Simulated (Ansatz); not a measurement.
Structure search for Ga4O

The calculation used DFT PBE, scalar-relativistic, plane waves, PAW (Ansatz). Settings: cutoff 420 eV, Γ-centred meshes spaced at most about 0.3 Å⁻¹, and about 0.25 Å⁻¹ or finer for metals (2π included), Gaussian smearing. No spin polarisation.

Formation energies are uncorrected and refer to the elements' standard structures at the same level (O₂ as a molecule).

All energies are static (0 K, no zero-point motion). Only the structures computed here compete, so a lower one can exist. The k mesh leaves some 4 meV/atom of noise in the energy of each metallic cell.

Invented guesses were relaxed alike, and ends that match in structure were merged. ΔE counts from the first row. Coordination counts Ga atoms around O (those within 1.25 times the shortest such distance or 1.15 times the sum of covalent radii, 1.27 where that leaves under three; a plus sign parts nearer from farther groups; the shortest distance is added where it exceeds 1.18 times the sum of covalent radii). The ends were matched against large subsets of the Crystallography Open Database and the Materials Project, so a missing match doesn't prove that a structure is unreported.

```
#       reached from  type and space group  atoms  Å³/atom       coordination  ΔE (meV/atom)  gap on mesh (eV)  in databases
1        random cell       P-6m2 (No. 187)      5     18.1     O 6 from 2.3 Å              0              0.00      no match
2  Mn4N type (Pm-3m)       Pm-3m (No. 221)      5     17.8     O 6 from 2.2 Å             94              0.00      no match
3        random cell       Im-3m (No. 229)      5     18.0     O 8 from 2.4 Å            102              0.00      no match
4        random cell       Fd-3m (No. 227)     10     18.2                O 4            140              0.00      no match
5        random cell      P6/mmm (No. 191)      5     18.7    O 12 from 2.9 Å            407              0.00      no match
6  Mn4N type (Pm-3m)       Pm-3m (No. 221)      5     22.9  O 12+8 from 3.4 Å            756              0.00      no match
```

The lowest: Space group P-6m2 (No. 187), hexagonal, a = 6.117 Å, c = 2.794 Å. Around Ga on a site of symmetry mm2 lie 2 O at 2.25 Å, 2 Ga at 2.79 Å and 6 Ga at 3.06 Å; Ga on a site of symmetry -6m2 is surrounded by 2 Ga at 2.79 Å and 6 Ga at 3.06 Å; around O lie 6 Ga at 2.25 Å and 2 O at 2.79 Å. Its energy over the elements is −0.22 eV/atom. Whether it is stable depends on the other phases of the system, which aren't compared here. An observed structure of this formula, if there is one, may be missing.

```cif
data_structure
_symmetry_space_group_name_H-M 'P-6m2'
_symmetry_Int_Tables_number 187
_cell_length_a 6.1167
_cell_length_b 6.1167
_cell_length_c 2.7939
_cell_angle_alpha 90.000
_cell_angle_beta 90.000
_cell_angle_gamma 120.000
_cell_volume 90.53
loop_
_atom_site_label
_atom_site_type_symbol
_atom_site_symmetry_multiplicity
_atom_site_Wyckoff_symbol
_atom_site_fract_x
_atom_site_fract_y
_atom_site_fract_z
_atom_site_occupancy
Ga1 Ga 3 k 0.83337 0.16663 0.50000 1
Ga2 Ga 1 d 0.33333 0.66667 0.50000 1
O1 O 1 a 0.00000 0.00000 0.00000 1
```

The second: Space group Pm-3m (No. 221), cubic, a = 4.462 Å. Ga on a site of symmetry m-3m has 12 Ga at 3.16 Å; Ga on a site of symmetry 4/mmm has 2 O at 2.23 Å and 12 Ga at 3.16 Å; O is surrounded by 6 Ga at 2.23 Å. Counting Ga atoms around O, the first has O 6 from 2.3 Å and the second has O 6 from 2.2 Å. Cells relaxed within their symmetry can be saddle points.

```cif
data_structure
_symmetry_space_group_name_H-M 'P 1'
_symmetry_Int_Tables_number 1
_cell_length_a 4.4620
_cell_length_b 4.4620
_cell_length_c 4.4620
_cell_angle_alpha 90.000
_cell_angle_beta 90.000
_cell_angle_gamma 90.000
_cell_volume 88.84
loop_
_atom_site_label
_atom_site_type_symbol
_atom_site_fract_x
_atom_site_fract_y
_atom_site_fract_z
_atom_site_occupancy
Ga1 Ga 0.00000 0.00000 0.00000 1
Ga2 Ga 0.50000 0.50000 0.00000 1
Ga3 Ga 0.50000 0.00000 0.50000 1
Ga4 Ga 0.00000 0.50000 0.50000 1
O1 O 0.50000 0.50000 0.50000 1
```

Some types were kept out of the candidates beforehand, so the set may lack a known form.
